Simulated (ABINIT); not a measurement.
The system is AlFe.

```
CELL_PARAMETERS angstrom
2.91000 0.00000 0.00000
0.00000 2.91000 0.00000
0.00000 0.00000 2.91000
ATOMIC_POSITIONS crystal
Fe 0.50000 0.50000 0.50000
Al 0.00000 0.00000 0.00000
```

Base run:

| Property | Result |
| --- | --- |
| Program | ABINIT 10.8.3 (patched build) |
| Functional | LDA |
| Potentials or basis | JTH PAW LDA v2.0 |
| Cutoff | 544 eV |
| k mesh | 7 × 7 × 7 |
| Occupations | fermi-dirac, width 0.05 eV |
| Spin | collinear spin, ferromagnetic start |
| Starting moments | [3.0, 0.0] μB |

Its results: band gap on the k mesh none (metal or under the smearing width); net moment 0.73 μB per cell; site moments Fe +0.77; Al -0.02 μB.

Question: The run is repeated on the same cell with these changes: k mesh from 7 × 7 × 7 to 5 × 5 × 5. What comes out?

Answer: Band gap on the k mesh none (metal or under the smearing width); net moment 0.87 μB per cell; site moments Fe +0.90; Al -0.02 μB.

Caveats: some runs use coarse meshes.

Not every run made on this cell is shown here.
